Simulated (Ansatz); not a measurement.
# TaN: the cost of one run

Program: Ansatz 0.2.0. Level of theory: DFT PBE+U (U_eff = 5 eV on Ta d), plane waves, PAW, no spin–orbit coupling unless a run says so. These are calculated values, not measurements.

3 further runs of the same task are left out: 3 that didn't finish.

### Step 1. The system as given

It takes space group P6_3/mmc (No. 194, hexagonal). Conventional cell: a = 3.048 Å, b = 3.048 Å, c = 4.918 Å, α = 90.00°, β = 90.00°, γ = 120.00°. Around Ta (site symmetry -3m) lie 6 N at 2.15 Å and 2 Ta at 2.46 Å. N (site symmetry -6m2) is surrounded by 6 Ta at 2.15 Å.

As a file:

```
CELL_PARAMETERS angstrom
3.04800 0.00000 0.00000
-3.04800 5.27929 0.00000
0.00000 0.00000 4.91800
ATOMIC_POSITIONS crystal
Ta 0.00000 0.00000 0.00000
Ta 0.00000 0.00000 0.50000
N 0.33333 0.33333 0.25000
N 0.66667 0.16667 0.75000
Ta 0.00000 0.50000 0.00000
Ta 0.00000 0.50000 0.50000
N 0.33333 0.83333 0.25000
N 0.66667 0.66667 0.75000
```

An earlier series on this cell reached its lowest free state from «ferromagnetic start, free, natural orbitals of the symmetric run filled by rank», perhaps among other starts.

### Step 2. Total moment locked at zero, no site moments, 0.00 μB per cell

The input, input.yaml:

```yaml
crystal:
  lattice:
    - [3.04800184, 0.0, 0.0]
    - [-3.04800184, 5.27929406, 0.0]
    - [0.0, 0.0, 4.91799978]
  atoms:
    - { symbol: Ta, position: [0.0, 0.0, 0.0] }
    - { symbol: Ta, position: [0.0, 0.0, 0.5] }
    - { symbol: "N", position: [0.3333333333, 0.3333333334, 0.25] }
    - { symbol: "N", position: [0.6666666667, 0.1666666666, 0.75] }
    - { symbol: Ta, position: [0.0, 0.5, 0.0] }
    - { symbol: Ta, position: [0.0, 0.5, 0.5] }
    - { symbol: "N", position: [0.3333333333, 0.8333333333, 0.25] }
    - { symbol: "N", position: [0.6666666667, 0.6666666666, 0.75] }
basis:
  ecutwfc: 420
  ecutrho_ratio: 4
kpoints:
  mp_grid: { grid: [7, 7, 4] }
hamiltonian:
  xc: pbe
  hubbard:
    sites:
      - { site: 0, l: d, u_eff: 5.0 }
      - { site: 1, l: d, u_eff: 5.0 }
      - { site: 4, l: d, u_eff: 5.0 }
      - { site: 5, l: d, u_eff: 5.0 }
scf:
  occupations: { method: gaussian, width: 0.05 }
  lower_state_search: "off"
  max_iter: 150
output:
  forces: true
  stress: true
  eigenvalues: true
  populations: true
  hubbard:
    sites:
      - { site: 0, l: d }
      - { site: 1, l: d }
      - { site: 4, l: d }
      - { site: 5, l: d }
magnetization:
  spin_polarized: true
  initial_magnetization: 0.0
  spin_locking: { lock_magnetization: hard }
```

The lock stays on to the end, so the result is a constrained state.

Run with:

```sh
ansatz run input.yaml --threads 4 --pin off --max-ram 6144MiB --backend cpu --events-out ev --progress --plain --runs-dir out
```

**Question.** How long does this run take on 4 threads of Arm Neoverse N1, shared host, and how much memory does it need?

About 9.6 s, with a peak of 0.67 GiB.
